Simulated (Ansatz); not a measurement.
This run works on a generated trial structure, not on a known crystal.

Input and command of a plane-wave DFT calculation in Ansatz:

```yaml
crystal:
  lattice:
    - [3.2359550853, 0.0, 0.0]
    - [-1.6179775426, 2.8024193094, 0.0]
    - [0.0, 0.0, 2.9132827347]
  atoms:
    - { symbol: Hf, position: [0.3333333333, 0.6666666667, 0.0] }
    - { symbol: C, position: [0.6666666667, 0.3333333333, 0.5] }
basis:
  ecutwfc: 420
kpoints:
  mp_grid: { grid: [18, 18, 18] }
hamiltonian:
  xc: pbe
scf:
  occupations: { method: gaussian, width: 0.1 }
output:
  forces: true
  stress: true
  eigenvalues: true
relax:
  adjacent_minimum: "off"
  f_tol: 0.01
  max_steps: 80
  cell: { stress_tol: 0.05 }
```

```bash
ansatz run input.yaml --threads 1 --pin off --max-ram 2560MiB --backend cpu --events-out ev --progress --plain --runs-dir out
```

Processor: Arm Neoverse V1, 1 thread, on a host shared with other jobs.

**Question.** Estimate time, memory and problem size.

**Answer.** About 78 s, peak memory 0.49 GiB. It solves 19 bands at 370 k points (after reduction by symmetry) with about 525 plane waves (on the last cell), in 25 SCF iterations over 4 ionic steps.
